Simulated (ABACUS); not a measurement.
Wanted: the native input for an ABACUS 3.10.1 run.

| Quantity | Value |
| --- | --- |
| Task | relaxation of cell and atoms |
| Functional | RPBE |
| Potentials or basis | SPMS ONCV 1.0 PBE |
| Cutoff | 1143 eV |
| Density cutoff | 4572 eV |
| Basis | plane waves |
| k mesh | 6 × 6 × 6 |
| Occupations | fermi-dirac, width 0.05 eV |
| Spin | no spin polarisation |
| Max steps of the relaxation | 60 |
| Force threshold | 0.01 eV/Å |
| Optimiser | cg |
| Stress threshold | 1 kbar |
| Radial cutoff of the potentials (pseudo_rcut) | 10 bohr |
| SCF threshold on the density | 1e-08 |
| Max SCF steps | 100 |
| Eigensolver | dav |
| Mixing | broyden |
| Mixing share | 0.7 |
| Symmetry key | 1 |
| Bands | 18 |

InAs:

```xyz
2
Lattice="0.0000 3.0180 3.0180 3.0180 0.0000 3.0180 3.0180 3.0180 0.0000" Properties=species:S:1:pos:R:3 pbc="T T T"
In    0.0000    0.0000    0.0000
As    4.5270    4.5270    4.5270
```

The input as run:

INPUT

```
INPUT_PARAMETERS
suffix              InAs
calculation         cell-relax
basis_type          pw
pseudo_dir          ./
symmetry            1
dft_functional      GGA_X_RPBE+GGA_C_PBE
ecutwfc             84
pseudo_rcut         10
nspin               1
nbands              18
ks_solver           dav
smearing_method     fd
smearing_sigma      0.00367493
scf_thr             1e-08
scf_nmax            100
mixing_type         broyden
mixing_beta         0.7
cal_force           1
cal_stress          1
relax_nmax          60
force_thr_ev        0.01
relax_method        cg
out_stru            1
stress_thr          1
kpar                4
```

STRU

```
ATOMIC_SPECIES
In 114.8180 49_In_13_2.5_3.1_pbe_n_v1.0.upf
As 74.9216 33_As_15_1.8_2.1_pbe_n_v1.0.upf

LATTICE_CONSTANT
8.0655335175

LATTICE_VECTORS
0.0000000000 0.7071067812 0.7071067812
0.7071067812 0.0000000000 0.7071067812
0.7071067812 0.7071067812 0.0000000000

ATOMIC_POSITIONS
Cartesian

In
0.0
1
0.0000000000 0.0000000000 0.0000000000 1 1 1

As
0.0
1
1.0606601718 1.0606601718 1.0606601718 1 1 1
```

KPT

```
K_POINTS
0
Gamma
6 6 6 0 0 0
```

Potentials or basis: SPMS ONCV 1.0 PBE, plane waves.

Command:

```sh
$ OMP_NUM_THREADS=1 mpirun -np 4 abacus > log
```

Results of the run:

| Property | Result |
| --- | --- |
| Relaxed volume | 31.03 Å³/atom |
| Relaxed cell | a = 4.444 Å, b = 4.444 Å, c = 4.444 Å, α = 60.00°, β = 60.00°, γ = 60.00° |
| Space group after relaxing (to 0.05 Å) | F-43m (No. 216) |
| Energy gained by relaxing | 68.6 meV/atom |
| Ionic steps | 3 |
| Pressure after relaxing | 0.0 GPa |
| Band gap on the k mesh | none (metal or under the smearing width) |

Caveat: the potentials were made for another functional, which shifts forces and pressure; the volume moved by +13 % from the deposited cell, more than functionals usually miss; this crystal is a semiconductor, whose small gap the functional closes, so the metal is an error of the method.

Run time: 15 s on 4 MPI ranks on Intel(R) Xeon(R) Platinum 8488C (Sapphire Rapids), on a shared host, peak memory 0.44 GiB a rank.
